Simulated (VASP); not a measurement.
# I (C2/m) in VASP: settings compared, part 4 of 6

VASP 6.6.1. Earlier steps stand in the parts before.

## 44. Equation of state, r2SCAN, 43.46 Å³/atom

Contents of INCAR:

```
  ADDGRID = F
  ALGO = Normal
  EDIFF = 0.01
  ENCUT = 460
  ISIF = 2
  ISMEAR = 0
  LASPH = T
  LCHARG = F
  LMIXTAU = T
  LREAL = F
  LWAVE = F
  METAGGA = R2SCAN
  NELM = 100
  PREC = Accurate
  SIGMA = 0.05
```

Contents of KPOINTS:

```
k-points
0
Gamma
  5 5 8
```

Contents of POSCAR:

```
I
1.0
    2.5127049617     -3.6691817206      0.0000000000
    2.5127049617      3.6691817206      0.0000000000
   -1.6045012444      0.0000000000      2.3570446594
I
1
Direct
    0.5000000000      0.5000000000      0.5000000000
```

On the command line:

```bash
> cat potpaw_PBE.64/I/POTCAR > POTCAR
> mpirun -np 1 vasp_std > vasp.out
```

It took 24 s on 1 thread of Intel Xeon Platinum 8375C at 2.90GHz (Ice Lake), shared host; peak memory 0.16 GiB.

These settings aren't checked as converged: the numbers below hold their error.

Results:

```
Free energy            : -24.4792 eV
Pressure               : 1.8 GPa
Band gap on the k mesh : none (metal or under the smearing width)
```

Caveat: the PAW data sets were made with another functional, which shifts forces and pressure a little; an odd number of electrons without spin polarisation forces a metal; a magnetic or distorted state may lie lower.

## 45. Equation of state, r2SCAN, 46.15 Å³/atom

INCAR is that of step 44.

KPOINTS is that of step 44.

Contents of POSCAR:

```
I
1.0
    2.5634803581     -3.7433265802      0.0000000000
    2.5634803581      3.7433265802      0.0000000000
   -1.6369241465      0.0000000000      2.4046745558
I
1
Direct
    0.5000000000      0.5000000000      0.5000000000
```

Potentials or basis: VASP PAW PBE potentials, release 64 (I).

On the command line:

```bash
> cat potpaw_PBE.64/I/POTCAR > POTCAR
> mpirun -np 1 vasp_std > vasp.out
```

Wall time 26 s (1 thread of Intel Xeon Platinum 8375C at 2.90GHz (Ice Lake), shared host); peak memory 0.16 GiB.

These settings aren't checked as converged: the numbers below hold their error.

What came out:

```
Free energy            : -24.4957 eV
Pressure               : 0.3 GPa
Band gap on the k mesh : none (metal or under the smearing width)
```

Caveat: the PAW data sets were made with another functional, which shifts forces and pressure a little; an odd number of electrons without spin polarisation forces a metal; a magnetic or distorted state may lie lower.

## 46. Equation of state, r2SCAN, 43.46 Å³/atom

INCAR: that of step 45 with these lines changed.

```diff
@@ -2,3 +2,3 @@
   ALGO = Normal
-  EDIFF = 0.01
+  EDIFF = 0.001
   ENCUT = 460
```

KPOINTS is that of step 45.

Contents of POSCAR:

```
I
1.0
    2.5127049617     -3.6691817206      0.0000000000
    2.5127049617      3.6691817206      0.0000000000
   -1.6045012444      0.0000000000      2.3570446594
I
1
Direct
    0.5000000000      0.5000000000      0.5000000000
```

On the command line:

```bash
> cat potpaw_PBE.64/I/POTCAR > POTCAR
> mpirun -np 1 vasp_std > vasp.out
```

It took 39 s on 1 thread of Intel Xeon Platinum 8375C at 2.90GHz (Ice Lake), shared host; peak memory 0.16 GiB.

These settings aren't checked as converged: the numbers below hold their error.

Results:

- Free energy: -24.4797 eV
- Pressure: 0.9 GPa
- Band gap on the k mesh: none (metal or under the smearing width)

Caveat: the PAW data sets were made with another functional, which shifts forces and pressure a little; an odd number of electrons without spin polarisation forces a metal; a magnetic or distorted state may lie lower.

## 47. Equation of state, r2SCAN, 46.15 Å³/atom

INCAR is that of step 46.

KPOINTS is that of step 46.

Contents of POSCAR:

```
I
1.0
    2.5634803581     -3.7433265802      0.0000000000
    2.5634803581      3.7433265802      0.0000000000
   -1.6369241465      0.0000000000      2.4046745558
I
1
Direct
    0.5000000000      0.5000000000      0.5000000000
```

On the command line:

```bash
> cat potpaw_PBE.64/I/POTCAR > POTCAR
> mpirun -np 1 vasp_std > vasp.out
```

It took 33 s on 1 thread of Intel Xeon Platinum 8375C at 2.90GHz (Ice Lake), shared host; peak memory 0.16 GiB.

The run converged, but some of its settings lie outside the range that counts as converged, so its numbers aren't taken as properties of the crystal.

What came out:

- Free energy: -24.4964 eV
- Pressure: -0.5 GPa
- Band gap on the k mesh: none (metal or under the smearing width)

Caveat: the PAW data sets were made with another functional, which shifts forces and pressure a little; an odd number of electrons without spin polarisation forces a metal; a magnetic or distorted state may lie lower.

## 48. Equation of state, r2SCAN, 43.46 Å³/atom

INCAR: that of step 47 with these lines changed.

```diff
@@ -2,3 +2,3 @@
   ALGO = Normal
-  EDIFF = 0.001
+  EDIFF = 1E-4
   ENCUT = 460
```

KPOINTS is that of step 47.

Contents of POSCAR:

```
I
1.0
    2.5127049617     -3.6691817206      0.0000000000
    2.5127049617      3.6691817206      0.0000000000
   -1.6045012444      0.0000000000      2.3570446594
I
1
Direct
    0.5000000000      0.5000000000      0.5000000000
```

Potentials or basis: VASP PAW PBE potentials, release 64 (I).

On the command line:

```bash
> cat potpaw_PBE.64/I/POTCAR > POTCAR
> mpirun -np 1 vasp_std > vasp.out
```

It took 29 s on 1 thread of Intel Xeon Platinum 8375C at 2.90GHz (Ice Lake), shared host; peak memory 0.16 GiB.

These settings aren't checked as converged: the numbers below hold their error.

What came out:

| Item | Value |
| --- | --- |
| Free energy | -24.4800 eV |
| Pressure | 1.8 GPa |
| Band gap on the k mesh | none (metal or under the smearing width) |

Caveat: the PAW data sets were made with another functional, which shifts forces and pressure a little; an odd number of electrons without spin polarisation forces a metal; a magnetic or distorted state may lie lower.

## 49. Equation of state, r2SCAN, 46.15 Å³/atom

INCAR is that of step 48.

KPOINTS is that of step 48.

Contents of POSCAR:

```
I
1.0
    2.5634803581     -3.7433265802      0.0000000000
    2.5634803581      3.7433265802      0.0000000000
   -1.6369241465      0.0000000000      2.4046745558
I
1
Direct
    0.5000000000      0.5000000000      0.5000000000
```

On the command line:

```bash
> cat potpaw_PBE.64/I/POTCAR > POTCAR
> mpirun -np 1 vasp_std > vasp.out
```

Wall time 29 s (1 thread of Intel Xeon Platinum 8375C at 2.90GHz (Ice Lake), shared host); peak memory 0.16 GiB.

The run converged, but some of its settings lie outside the range that counts as converged, so its numbers aren't taken as properties of the crystal.

Results:

| Property | Result |
| --- | --- |
| Free energy | -24.4967 eV |
| Pressure | 0.2 GPa |
| Band gap on the k mesh | none (metal or under the smearing width) |

Caveat: the PAW data sets were made with another functional, which shifts forces and pressure a little; an odd number of electrons without spin polarisation forces a metal; a magnetic or distorted state may lie lower.

## 50. Equation of state, r2SCAN, 43.46 Å³/atom

INCAR: that of step 49 with these lines changed.

```diff
@@ -2,3 +2,3 @@
   ALGO = Normal
-  EDIFF = 1E-4
+  EDIFF = 1E-5
   ENCUT = 460
```

KPOINTS is that of step 49.

Contents of POSCAR:

```
I
1.0
    2.5127049617     -3.6691817206      0.0000000000
    2.5127049617      3.6691817206      0.0000000000
   -1.6045012444      0.0000000000      2.3570446594
I
1
Direct
    0.5000000000      0.5000000000      0.5000000000
```

On the command line:

```bash
> cat potpaw_PBE.64/I/POTCAR > POTCAR
> mpirun -np 1 vasp_std > vasp.out
```

Wall time 32 s (1 thread of Intel Xeon Platinum 8375C at 2.90GHz (Ice Lake), shared host); peak memory 0.16 GiB.

The run converged, but some of its settings lie outside the range that counts as converged, so its numbers aren't taken as properties of the crystal.

What came out:

```
Free energy            : -24.4800 eV
Pressure               : 1.9 GPa
Band gap on the k mesh : none (metal or under the smearing width)
```

Caveat: the PAW data sets were made with another functional, which shifts forces and pressure a little; an odd number of electrons without spin polarisation forces a metal; a magnetic or distorted state may lie lower.

## 51. Equation of state, r2SCAN, 46.15 Å³/atom

INCAR is that of step 50.

KPOINTS is that of step 50.

Contents of POSCAR:

```
I
1.0
    2.5634803581     -3.7433265802      0.0000000000
    2.5634803581      3.7433265802      0.0000000000
   -1.6369241465      0.0000000000      2.4046745558
I
1
Direct
    0.5000000000      0.5000000000      0.5000000000
```

Potentials or basis: VASP PAW PBE potentials, release 64 (I).

On the command line:

```bash
> cat potpaw_PBE.64/I/POTCAR > POTCAR
> mpirun -np 1 vasp_std > vasp.out
```

Wall time 34 s (1 thread of Intel Xeon Platinum 8375C at 2.90GHz (Ice Lake), shared host); peak memory 0.16 GiB.

These settings aren't checked as converged: the numbers below hold their error.

What came out:

| Item | Value |
| --- | --- |
| Free energy | -24.4967 eV |
| Pressure | 0.3 GPa |
| Band gap on the k mesh | none (metal or under the smearing width) |

Caveat: the PAW data sets were made with another functional, which shifts forces and pressure a little; an odd number of electrons without spin polarisation forces a metal; a magnetic or distorted state may lie lower.

## 52. Equation of state, r2SCAN, 43.46 Å³/atom

INCAR: that of step 51 with these lines changed.

```diff
@@ -1,4 +1,4 @@
-  ADDGRID = F
+  ADDGRID = T
   ALGO = Normal
-  EDIFF = 1E-5
+  EDIFF = 1E-6
   ENCUT = 460
```

KPOINTS is that of step 51.

Contents of POSCAR:

```
I
1.0
    2.5127049617     -3.6691817206      0.0000000000
    2.5127049617      3.6691817206      0.0000000000
   -1.6045012444      0.0000000000      2.3570446594
I
1
Direct
    0.5000000000      0.5000000000      0.5000000000
```

On the command line:

```bash
> cat potpaw_PBE.64/I/POTCAR > POTCAR
> mpirun -np 1 vasp_std > vasp.out
```

Wall time 41 s (1 thread of Intel Xeon Platinum 8375C at 2.90GHz (Ice Lake), shared host); peak memory 0.24 GiB.

The run converged, but some of its settings lie outside the range that counts as converged, so its numbers aren't taken as properties of the crystal.

What came out:

```yaml
Free_energy: -24.4800 eV
Pressure: 1.9 GPa
Band_gap_on_the_k_mesh: none (metal or under the smearing width)
```

Caveat: the PAW data sets were made with another functional, which shifts forces and pressure a little; an odd number of electrons without spin polarisation forces a metal; a magnetic or distorted state may lie lower.

## 53. Equation of state, r2SCAN, 46.15 Å³/atom

INCAR is that of step 52.

KPOINTS is that of step 52.

Contents of POSCAR:

```
I
1.0
    2.5634803581     -3.7433265802      0.0000000000
    2.5634803581      3.7433265802      0.0000000000
   -1.6369241465      0.0000000000      2.4046745558
I
1
Direct
    0.5000000000      0.5000000000      0.5000000000
```

On the command line:

```bash
> cat potpaw_PBE.64/I/POTCAR > POTCAR
> mpirun -np 1 vasp_std > vasp.out
```

Run time: 43 s. Hardware: 1 thread of Intel Xeon Platinum 8375C at 2.90GHz (Ice Lake), shared host; peak memory 0.25 GiB.

These settings aren't checked as converged: the numbers below hold their error.

What came out:

```yaml
Free_energy: -24.4967 eV
Pressure: 0.2 GPa
Band_gap_on_the_k_mesh: none (metal or under the smearing width)
```

Caveat: the PAW data sets were made with another functional, which shifts forces and pressure a little; an odd number of electrons without spin polarisation forces a metal; a magnetic or distorted state may lie lower.

## 54. Equation of state, r2SCAN, 43.46 Å³/atom

INCAR: that of step 53 with these lines changed.

```diff
@@ -1,2 +1,2 @@
-  ADDGRID = T
+  ADDGRID = F
   ALGO = Normal
@@ -6,3 +6,3 @@
   ISMEAR = 0
-  LASPH = T
+  LASPH = F
   LCHARG = F
```

KPOINTS is that of step 53.

Contents of POSCAR:

```
I
1.0
    2.5127049617     -3.6691817206      0.0000000000
    2.5127049617      3.6691817206      0.0000000000
   -1.6045012444      0.0000000000      2.3570446594
I
1
Direct
    0.5000000000      0.5000000000      0.5000000000
```

Potentials or basis: VASP PAW PBE potentials, release 64 (I).

On the command line:

```bash
> cat potpaw_PBE.64/I/POTCAR > POTCAR
> mpirun -np 1 vasp_std > vasp.out
```

It took 33 s on 1 thread of Intel Xeon Platinum 8375C at 2.90GHz (Ice Lake), shared host; peak memory 0.16 GiB.

These settings aren't checked as converged: the numbers below hold their error.

Results:

```yaml
Free_energy: -24.4874 eV
Pressure: 1.9 GPa
Band_gap_on_the_k_mesh: none (metal or under the smearing width)
```

Caveat: the PAW data sets were made with another functional, which shifts forces and pressure a little; an odd number of electrons without spin polarisation forces a metal; a magnetic or distorted state may lie lower.

## 55. Equation of state, r2SCAN, 46.15 Å³/atom

INCAR is that of step 54.

KPOINTS is that of step 54.

Contents of POSCAR:

```
I
1.0
    2.5634803581     -3.7433265802      0.0000000000
    2.5634803581      3.7433265802      0.0000000000
   -1.6369241465      0.0000000000      2.4046745558
I
1
Direct
    0.5000000000      0.5000000000      0.5000000000
```

On the command line:

```bash
> cat potpaw_PBE.64/I/POTCAR > POTCAR
> mpirun -np 1 vasp_std > vasp.out
```

It took 34 s on 1 thread of Intel Xeon Platinum 8375C at 2.90GHz (Ice Lake), shared host; peak memory 0.16 GiB.

These settings aren't checked as converged: the numbers below hold their error.

Results:

```
Free energy            : -24.5046 eV
Pressure               : 0.2 GPa
Band gap on the k mesh : none (metal or under the smearing width)
```

Caveat: the PAW data sets were made with another functional, which shifts forces and pressure a little; an odd number of electrons without spin polarisation forces a metal; a magnetic or distorted state may lie lower.

## 56. Equation of state, r2SCAN, 43.46 Å³/atom

Contents of INCAR:

```
  ADDGRID = F
  ALGO = Normal
  EDIFF = 1E-4
  ENCUT = 460
  ISIF = 2
  ISMEAR = 0
  LASPH = T
  LCHARG = F
  LMIXTAU = T
  LREAL = Auto
  LWAVE = F
  METAGGA = R2SCAN
  NELM = 100
  PREC = Normal
  SIGMA = 0.05
```

KPOINTS is that of step 55.

Contents of POSCAR:

```
I
1.0
    2.5127049617     -3.6691817206      0.0000000000
    2.5127049617      3.6691817206      0.0000000000
   -1.6045012444      0.0000000000      2.3570446594
I
1
Direct
    0.5000000000      0.5000000000      0.5000000000
```

On the command line:

```bash
> cat potpaw_PBE.64/I/POTCAR > POTCAR
> mpirun -np 1 vasp_std > vasp.out
```

Wall time 18 s (1 thread of Intel Xeon Platinum 8375C at 2.90GHz (Ice Lake), shared host); peak memory 0.13 GiB.

The run converged, but some of its settings lie outside the range that counts as converged, so its numbers aren't taken as properties of the crystal.

What came out:

```yaml
Free_energy: -24.4811 eV
Pressure: 1.8 GPa
Band_gap_on_the_k_mesh: none (metal or under the smearing width)
```

Caveat: the PAW data sets were made with another functional, which shifts forces and pressure a little; an odd number of electrons without spin polarisation forces a metal; a magnetic or distorted state may lie lower.

## 57. Equation of state, r2SCAN, 46.15 Å³/atom

INCAR is that of step 56.

KPOINTS is that of step 56.

Contents of POSCAR:

```
I
1.0
    2.5634803581     -3.7433265802      0.0000000000
    2.5634803581      3.7433265802      0.0000000000
   -1.6369241465      0.0000000000      2.4046745558
I
1
Direct
    0.5000000000      0.5000000000      0.5000000000
```

Potentials or basis: VASP PAW PBE potentials, release 64 (I).

On the command line:

```bash
> cat potpaw_PBE.64/I/POTCAR > POTCAR
> mpirun -np 1 vasp_std > vasp.out
```

Run time: 18 s. Hardware: 1 thread of Intel Xeon Platinum 8375C at 2.90GHz (Ice Lake), shared host; peak memory 0.13 GiB.

These settings aren't checked as converged: the numbers below hold their error.

What came out:

| Quantity | Value |
| --- | --- |
| Free energy | -24.4975 eV |
| Pressure | 0.2 GPa |
| Band gap on the k mesh | none (metal or under the smearing width) |

Caveat: the PAW data sets were made with another functional, which shifts forces and pressure a little; an odd number of electrons without spin polarisation forces a metal; a magnetic or distorted state may lie lower.

## 58. Equation of state, r2SCAN, 43.46 Å³/atom

Contents of INCAR:

```
  ADDGRID = F
  ALGO = Normal
  EDIFF = 1E-6
  ENCUT = 520
  ISIF = 2
  ISMEAR = 0
  LASPH = T
  LCHARG = F
  LMIXTAU = T
  LREAL = F
  LWAVE = F
  METAGGA = R2SCAN
  NELM = 100
  PREC = Accurate
  SIGMA = 0.05
```

Contents of KPOINTS:

```
k-points
0
Gamma
  5 5 7
```

Contents of POSCAR:

```
I
1.0
    2.5127049617     -3.6691817206      0.0000000000
    2.5127049617      3.6691817206      0.0000000000
   -1.6045012444      0.0000000000      2.3570446594
I
1
Direct
    0.5000000000      0.5000000000      0.5000000000
```

On the command line:

```bash
> cat potpaw_PBE.64/I/POTCAR > POTCAR
> mpirun -np 1 vasp_std > vasp.out
```

Run time: 43 s. Hardware: 1 thread of Intel Xeon Platinum 8375C at 2.90GHz (Ice Lake), shared host; peak memory 0.18 GiB.

These settings aren't checked as converged: the numbers below hold their error.

What came out:

| Item | Value |
| --- | --- |
| Free energy | -24.5205 eV |
| Pressure | 1.1 GPa |
| Band gap on the k mesh | none (metal or under the smearing width) |

Caveat: the k mesh is coarse (spacing up to 0.38 Å⁻¹), so the values aren't converged; the PAW data sets were made with another functional, which shifts forces and pressure a little; an odd number of electrons without spin polarisation forces a metal; a magnetic or distorted state may lie lower.

## 59. Equation of state, r2SCAN, 46.15 Å³/atom

INCAR is that of step 58.

KPOINTS is that of step 58.

Contents of POSCAR:

```
I
1.0
    2.5634803581     -3.7433265802      0.0000000000
    2.5634803581      3.7433265802      0.0000000000
   -1.6369241465      0.0000000000      2.4046745558
I
1
Direct
    0.5000000000      0.5000000000      0.5000000000
```

On the command line:

```bash
> cat potpaw_PBE.64/I/POTCAR > POTCAR
> mpirun -np 1 vasp_std > vasp.out
```

It took 44 s on 1 thread of Intel Xeon Platinum 8375C at 2.90GHz (Ice Lake), shared host; peak memory 0.18 GiB.

The run converged, but some of its settings lie outside the range that counts as converged, so its numbers aren't taken as properties of the crystal.

Results:

| Quantity | Value |
| --- | --- |
| Free energy | -24.5263 eV |
| Pressure | -0.4 GPa |
| Band gap on the k mesh | none (metal or under the smearing width) |

Caveat: the k mesh is coarse (spacing up to 0.37 Å⁻¹), so the values aren't converged; the PAW data sets were made with another functional, which shifts forces and pressure a little; an odd number of electrons without spin polarisation forces a metal; a magnetic or distorted state may lie lower.

## 60. Equation of state, r2SCAN, 43.46 Å³/atom

INCAR: that of step 59 with these lines changed.

```diff
@@ -3,3 +3,3 @@
   EDIFF = 1E-6
-  ENCUT = 520
+  ENCUT = 220
   ISIF = 2
```

Contents of KPOINTS:

```
k-points
0
Gamma
  8 8 11
```

Contents of POSCAR:

```
I
1.0
    2.5127049617     -3.6691817206      0.0000000000
    2.5127049617      3.6691817206      0.0000000000
   -1.6045012444      0.0000000000      2.3570446594
I
1
Direct
    0.5000000000      0.5000000000      0.5000000000
```

Potentials or basis: VASP PAW PBE potentials, release 64 (I).

On the command line:

```bash
> cat potpaw_PBE.64/I/POTCAR > POTCAR
> mpirun -np 1 vasp_std > vasp.out
```

Wall time 36 s (1 thread of Intel Xeon Platinum 8375C at 2.90GHz (Ice Lake), shared host); peak memory 0.13 GiB.

The run converged, but some of its settings lie outside the range that counts as converged, so its numbers aren't taken as properties of the crystal.

What came out:

* Free energy: -24.4249 eV
* Pressure: 1.2 GPa
* Band gap on the k mesh: none (metal or under the smearing width)

Caveat: the PAW data sets were made with another functional, which shifts forces and pressure a little; an odd number of electrons without spin polarisation forces a metal; a magnetic or distorted state may lie lower.

## 61. Equation of state, r2SCAN, 46.15 Å³/atom

INCAR is that of step 60.

KPOINTS is that of step 60.

Contents of POSCAR:

```
I
1.0
    2.5634803581     -3.7433265802      0.0000000000
    2.5634803581      3.7433265802      0.0000000000
   -1.6369241465      0.0000000000      2.4046745558
I
1
Direct
    0.5000000000      0.5000000000      0.5000000000
```

On the command line:

```bash
> cat potpaw_PBE.64/I/POTCAR > POTCAR
> mpirun -np 1 vasp_std > vasp.out
```

It took 43 s on 1 thread of Intel Xeon Platinum 8375C at 2.90GHz (Ice Lake), shared host; peak memory 0.13 GiB.

The run converged, but some of its settings lie outside the range that counts as converged, so its numbers aren't taken as properties of the crystal.

Results:

```yaml
Free_energy: -24.4330 eV
Pressure: -0.3 GPa
Band_gap_on_the_k_mesh: none (metal or under the smearing width)
```

Caveat: the PAW data sets were made with another functional, which shifts forces and pressure a little; an odd number of electrons without spin polarisation forces a metal; a magnetic or distorted state may lie lower.

(Part 4 of 6 ends here.)
